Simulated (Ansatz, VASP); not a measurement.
# One calculation of TaN, two programs

```xyz
4
Lattice="2.9218 0.0000 0.0000 -1.4609 2.5303 0.0000 0.0000 0.0000 5.9165" Properties=species:S:1:pos:R:3 pbc="T T T"
Ta    0.0000    0.0000    2.9583
Ta    0.0000    0.0000    0.0000
N     0.0000    1.6869    1.4791
N     1.4609    0.8434    4.4374
```

The cell comes from a database or a generator and needn't be the stable form of this composition.

Alike in both runs: task single point; functional PBE; k mesh 10 × 10 × 5; occupations gaussian, width 0.011 eV; no spin polarisation.

|  | VASP | Ansatz |
| --- | --- | --- |
| version | VASP 6.6.1 | Ansatz 0.2.0 |
| potentials or method | VASP PAW PBE potentials, release 64 (Ta_pv, N) | Ansatz PAW |
| plane-wave cutoff (eV) | 520 | 420 |
| valence electrons in the cell | 32 | 36 |

VASP gave:

* gap on the k mesh at the Fermi level (eV): none
* pressure (GPa): -0.4
* largest component of the traceless stress (GPa): 0.16

**Question.** Which values does Ansatz return?

**Answer.** gap on the k mesh at the Fermi level (eV): none; pressure (GPa): -1.1; largest component of the traceless stress (GPa): 0.10.

A gap of «none» marks a metal or a gap that the smearing closes. The functional is the same, so the differences come from potentials, cutoffs and numerics. The two sets of potentials don't hold the same shells in valence.

Caveats: the pressure holds a Pulay correction of +0.4 GPa for the finite cutoff (Ansatz). The runs have no spin-orbit coupling, so splittings on Ta are missing.
